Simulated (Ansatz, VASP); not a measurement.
Re in VASP and in Ansatz

```
CELL_PARAMETERS angstrom
2.61445 0.00000 0.00000
0.00000 2.61445 0.00000
0.00000 0.00000 2.61445
ATOMIC_POSITIONS crystal
Re 0.00000 0.00000 0.00000
```

Alike in both runs: task single point; functional PBE; k mesh 14 × 14 × 14; occupations fermi-dirac, width 0.1 eV; no spin polarisation.

```csv
,VASP,Ansatz
version,VASP 6.6.1,Ansatz 0.2.0
potentials or method,"VASP PAW PBE potentials, release 64 (Re)","plane waves (420 eV) with PAW, scalar-relativistic"
plane-wave cutoff (eV),520,420
valence electrons in the cell,7,15
```

Ansatz gave:

```
pressure (GPa) : -9.8
```

Problem. Which values does VASP return?

Solution. Pressure (GPa): -10.8.

The two sets of potentials don't hold the same shells in valence.

The runs have no spin-orbit coupling, so splittings on Re are missing.
